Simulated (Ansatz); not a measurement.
# Si (simple hexagonal type): the cost of one run

Program: Ansatz 0.2.0. Level of theory: DFT PBE, with the methods named in each step. These are calculated values, not measurements.

1 further run of the same task is left out (it didn't finish).

### Step 1. The structure to begin with

The structure is hexagonal, space group P6/mmm (No. 191). Conventional cell: a = 2.649 Å, b = 2.649 Å, c = 2.480 Å, α = 90.00°, β = 90.00°, γ = 120.00°. Si (site symmetry 6/mmm) is surrounded by 8 Si at 2.48 to 2.65 Å.

As a file:

```cif
data_structure
_symmetry_space_group_name_H-M 'P6/mmm'
_symmetry_Int_Tables_number 191
_cell_length_a 2.6488
_cell_length_b 2.6488
_cell_length_c 2.4800
_cell_angle_alpha 90.000
_cell_angle_beta 90.000
_cell_angle_gamma 120.000
_cell_volume 15.07
loop_
_atom_site_label
_atom_site_type_symbol
_atom_site_symmetry_multiplicity
_atom_site_Wyckoff_symbol
_atom_site_fract_x
_atom_site_fract_y
_atom_site_fract_z
_atom_site_occupancy
Si1 Si 1 a 0.00000 0.00000 0.00000 1
```

The file gives the conventional cell by its symmetry; the runs use the cell typed in the input.

Whether this phase is the stable one at these pressures isn't tested.

### Step 2. The reference volume, LAPW

The input, input.yaml:

```yaml
crystal:
  lattice:
    - [2.6488312496, 0.0, 0.0]
    - [-1.3244156248, 2.2939551525, 0.0]
    - [0.0, 0.0, 2.4799566126]
  atoms:
    - { symbol: Si, position: [0.0, 0.0, 0.0] }
kpoints:
  mp_grid: { grid: [16, 16, 15] }
  band_path:
    path:
      - [0.0, 0.0, 0.0]
      - [0.5, 0.0, 0.0]
      - [0.3333333333, 0.3333333333, 0.0]
      - [0.0, 0.0, 0.0]
      - [0.0, 0.0, 0.5]
      - [0.5, 0.0, 0.5]
      - [0.3333333333, 0.3333333333, 0.5]
      - [0.0, 0.0, 0.5]
      - [0.5, 0.0, 0.5]
    npoints: 14
scf:
  occupations: { method: fermi_dirac, width: 0.08 }
hamiltonian:
  xc: pbe
  pseudopotentials: { kind: all_electron, lapw: { basis_error: 0.001 } }
output:
  forces: true
  stress: true
  eigenvalues: true
  populations: true
  dos: { projected: true, de: 0.2, e_range: [-14, 8] }
```

Command:

```
ansatz run input.yaml --threads 1 --pin off --max-ram 2048MiB --backend cpu --events-out ev --progress --plain --runs-dir out
```

Q: Estimate wall time and peak memory on 1 thread of Intel Xeon 6975P-C (Granite Rapids), shared host.

About 3.8 s, with a peak of 0.28 GiB.
